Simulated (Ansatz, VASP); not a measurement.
SiN in VASP and in Ansatz

```xyz
2
Lattice="0.0000 2.1287 2.1287 2.1287 0.0000 2.1287 2.1287 2.1287 0.0000" Properties=species:S:1:pos:R:3 pbc="T T T"
Si    0.0000    0.0000    0.0000
N     2.1287    2.1287    2.1287
```

Alike in both runs: task relaxation of cell and atoms; functional PBE; k mesh 16 × 16 × 16; occupations fermi-dirac, width 0.15 eV; no spin polarisation.

|  | VASP | Ansatz |
| --- | --- | --- |
| version | VASP 6.6.1 | Ansatz 0.2.0 |
| potentials or method | VASP PAW PBE potentials, release 64 (Si, N) | scalar-relativistic, plane waves, PAW |
| plane-wave cutoff (eV) | 600 | 420 |
| valence electrons in the cell | 9 | 9 |

Ansatz gave:

```
gap on the k mesh at the Fermi level, each at its own relaxed structure (eV) : none
relaxed volume (Å³/atom)                                                     : 9.65
relaxed cell length with the largest relative difference (Å)                 : 3.011
```

Which values does VASP return?

gap on the k mesh at the Fermi level, each at its own relaxed structure (eV): none; relaxed volume (Å³/atom): 9.65; relaxed cell length with the largest relative difference (Å): 3.010.

A gap of «none» marks a metal or a gap that the smearing closes.

Caveats: the relaxation stopped at its first step, so nothing moved.
